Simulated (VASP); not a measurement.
Wanted: the native input for a VASP 6.6.1 run.

* Task: single point
* Functional: LDA
* Potentials or basis: VASP PAW LDA potentials, release 64 (W_sv)
* Cutoff: 520 eV
* k mesh: 12 × 12 × 12
* Occupations: fermi-dirac, width 0.05 eV
* Spin: no spin polarisation
* Monkhorst-Pack mesh: yes
* Further INCAR settings: ALGO = Fast; EDIFF = 1e-07; NBANDS = 13

The structure of W lies in POSCAR:

```
W
1.0
   -1.5823450000      1.5823450000      1.5823450000
    1.5823450000     -1.5823450000      1.5823450000
    1.5823450000      1.5823450000     -1.5823450000
W
1
Direct
    0.0000000000      0.0000000000      0.0000000000
```

These files were run (other wordings do the same):

INCAR

```
ALGO = Fast
EDIFF = 1E-7
ENCUT = 520
ISIF = 2
ISMEAR = -1
LASPH = True
LCHARG = False
LREAL = False
LWAVE = False
NBANDS = 13
NELM = 80
PREC = Accurate
SIGMA = 0.05
```

KPOINTS

```
k-points
0
Monkhorst-Pack
  12 12 12
```

Potentials or basis: VASP PAW LDA potentials, release 64 (W_sv).

Command:

```sh
$ cat potpaw_LDA.64/W_sv/POTCAR > POTCAR
$ mpirun -np 1 vasp_std > vasp.out
```

Results of the run:

* Pressure: -7.1 GPa

Run time: 9.3 s on 1 thread of Intel(R) Xeon(R) Platinum 8488C (Sapphire Rapids), on a shared host, peak memory 0.12 GiB.
